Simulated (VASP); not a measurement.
Set up this calculation in VASP 6.6.1, as the native input.

```
Task                            : RPA correlation energy
Functional                      : PBE
Potentials or basis             : VASP PAW PBE potentials, release 64 (Al_GW)
Cutoff                          : 450 eV
k mesh                          : 8 × 8 × 8
Occupations                     : gaussian, width 0.05 eV
Spin                            : no spin polarisation
Cutoff of the response function : 250
Frequency points                : 12
Further INCAR settings          : ALGO = ACFDT; EDIFF = 1e-08; NBANDS = 363
```

Al:

```xyz
1
Lattice="0.0000 2.0080 2.0080 2.0080 0.0000 2.0080 2.0080 2.0080 0.0000" Properties=species:S:1:pos:R:3 pbc="T T T"
Al    0.0000    0.0000    0.0000
```

These files were run (other wordings do the same):

POSCAR

```
Al
1.0
    0.0000000000      2.0080400000      2.0080400000
    2.0080400000      0.0000000000      2.0080400000
    2.0080400000      2.0080400000      0.0000000000
Al
1
Direct
    0.0000000000      0.0000000000      0.0000000000
```

INCAR.step1

```
SYSTEM = Al
ALGO = Normal ; EDIFF = 1E-8
ENCUT = 450 ; GGA = PE
ISMEAR = 0 ; LASPH = .True.
LCHARG = .False. ; LREAL = .False.
LWAVE = .True. ; NELM = 80
PREC = Accurate ; SIGMA = 0.05
```

INCAR.step2

```
SYSTEM = Al
AEXX = 1.0 ; AGGAC = 0.0
ALDAC = 0.0 ; ALGO = EIGENVAL
EDIFF = 1E-8 ; ENCUT = 450
GGA = PE ; ISMEAR = 0
ISTART = 1 ; LASPH = .True.
LCHARG = .False. ; LHFCALC = .True.
LREAL = .False. ; LWAVE = .False.
NELM = 1 ; PREC = Accurate
PRECFOCK = Fast ; SIGMA = 0.05
```

INCAR.step3

```
SYSTEM = Al
ALGO = Exact ; EDIFF = 1E-8
ENCUT = 450 ; GGA = PE
ISMEAR = 0 ; ISTART = 1
LASPH = .True. ; LCHARG = .False.
LOPTICS = .True. ; LREAL = .False.
LWAVE = .True. ; NBANDS = 363
NELM = 1 ; PREC = Accurate
SIGMA = 0.05
```

INCAR.step4

```
SYSTEM = Al
ALGO = ACFDT ; EDIFF = 1E-8
ENCUT = 450 ; ENCUTGW = 250
GGA = PE ; ISMEAR = 0
ISTART = 1 ; LASPH = .True.
LCHARG = .False. ; LREAL = .False.
LWAVE = .False. ; NBANDS = 363
NELM = 80 ; NOMEGA = 12
PREC = Accurate ; PRECFOCK = Fast
SIGMA = 0.05
```

KPOINTS

```
k-points
0
Gamma
  8 8 8
  0 0 0
```

Potentials or basis: VASP PAW PBE potentials, release 64 (Al_GW).

Launch:

```bash
$ cat potpaw_PBE.64/Al_GW/POTCAR > POTCAR
$ cp INCAR.step1 INCAR
$ mpirun -np 1 vasp_std > vasp.out
$ cp INCAR.step2 INCAR
$ mpirun -np 1 vasp_std > vasp.out
$ cp INCAR.step3 INCAR
$ mpirun -np 1 vasp_std > vasp.out
$ cp INCAR.step4 INCAR
$ mpirun -np 1 vasp_std > vasp.out
```

It gave:

The band gap on the k mesh, mean-field level is none (metal or under the smearing width) and the RPA correlation energy is -4.997 eV/atom. The RPA total energy per cell is -9.381 eV and the RPA correlation energy per cell is -4.997 eV.

Caveat: the ground state has no gap, which makes the many-body step unreliable.

It took 6.2 min on 1 thread of Intel(R) Xeon(R) 6975P-C (Granite Rapids), on a shared host, peak memory 1.3 GiB.
